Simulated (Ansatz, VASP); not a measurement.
## One calculation of CuO, two programs

```xyz
4
Lattice="2.8795 0.0000 0.0000 0.0391 2.8793 0.0000 0.0175 0.0172 5.1763" Properties=species:S:1:pos:R:3 pbc="T T T"
Cu    0.0195    1.4396    0.0000
Cu    1.4485    0.0086    2.5882
O     2.8881    0.0177    3.8817
O     0.0479    2.8788    1.2947
```

The cell comes from a database or a generator and needn't be the stable form of this composition.

Alike in both runs: functional PBEsol; k mesh 8 × 8 × 6; occupations fermi-dirac, width 0.05 eV; no spin polarisation.

|  | VASP | Ansatz |
| --- | --- | --- |
| version | VASP 6.6.1 | Ansatz 0.2.0 |
| potentials or method | VASP PAW PBE potentials, release 64 (Cu, O) | Ansatz PAW |
| plane-wave cutoff (eV) | 520 | 420 |
| valence electrons in the cell | 34 | 50 |
| task | single point | density of states |

|  | VASP | Ansatz | Ansatz less VASP |
| --- | --- | --- | --- |
| gap on the k mesh at the Fermi level (eV) | none | none | - |
| pressure (GPa) | -1.4 | -2.1 | -0.72 |
| largest component of the traceless stress (GPa) | 2.09 | 2.40 | +0.309 |
| rms of the force components (eV/Å) | 0.006 | 0.005 | -0.0002 |

Atom by atom the forces differ by 0.001 eV/Å (rms over components). A gap of «none» marks a metal or a gap that the smearing closes. With one functional, cell and mesh, what is left measures potentials, basis and numerics. The two sets of potentials don't hold the same shells in valence.

Caveats: the run has no spin polarisation, though such a crystal can be magnetic; semilocal functionals often make such compounds metallic where correlation or magnetic order opens a gap, which also shifts bond lengths; the PAW data sets were made with another functional, which shifts forces and pressure a little (VASP); the pressure holds a Pulay correction of +0.7 GPa for the finite cutoff (Ansatz); the PAW data sets come from PBE, with cores solved anew for the run's functional, which leaves a small shift of forces and pressure (Ansatz); the density of states is complete only up to the lowest level of the last band computed (Ansatz).
